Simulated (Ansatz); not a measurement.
# Convergence test, P

Theory: DFT PBE, scalar-relativistic, plane waves, PAW in Ansatz 0.2.0.

```xyz
2
Lattice="2.4247 0.0000 0.0000 0.0000 2.4385 0.0000 -0.0203 0.0000 4.8524" Properties=species:S:1:pos:R:3 pbc="T T T"
P     2.4196    0.0000    1.2159
P    -0.0152    0.0000    3.6365
```

- plane-wave cutoff: 420 eV
- Γ-centred k-mesh: 18×18×10
- spin treatment: unpolarised

The atoms are held and the occupation rule is swept. Energies are extrapolated to zero smearing and count from the reference run, 18×18×10 Γ-centred mesh, Gaussian smearing 0.1 eV. The cell isn't necessarily relaxed at this level. Pressure is positive in compression.

```
      rule, width (eV)  ΔE (meV/atom)  ΔF, free energy (meV/atom) P (GPa) largest change of a force component (eV/Å)
          Gaussian 0.1           0.00                        0.00     2.57                                       0.000
         Gaussian 0.02           0.02                        0.93     2.60                                       0.011
         Gaussian 0.05           0.02                        0.73     2.59                                       0.005
          Gaussian 0.5          -0.92                       -20.7     2.65                                       0.006
      Fermi–Dirac 0.05          -0.02                       -0.60     2.56                                       0.001
       Fermi–Dirac 0.1          -0.21                       -5.02     2.56                                       0.003
       Fermi–Dirac 0.2          -0.85                       -21.7     2.68                                       0.006
       Fermi–Dirac 0.3          -0.89                       -48.8     2.97                                       0.008
Methfessel–Paxton 0.02           0.02                        0.97     2.60                                       0.013
 Methfessel–Paxton 0.2          -0.04                        0.86     2.56                                       0.001
              cold 0.3           0.37                        1.47     2.55                                       0.003
              cold 0.5           0.66                        1.21     2.53                                       0.004
           tetrahedron          -2.05                       -1.10     2.24                                       0.098
```

This simple cubic form isn't the element's structure at ambient conditions.

Cost: 13 runs of about 6 core-minutes in all, on Arm Neoverse N1 (shared hosts).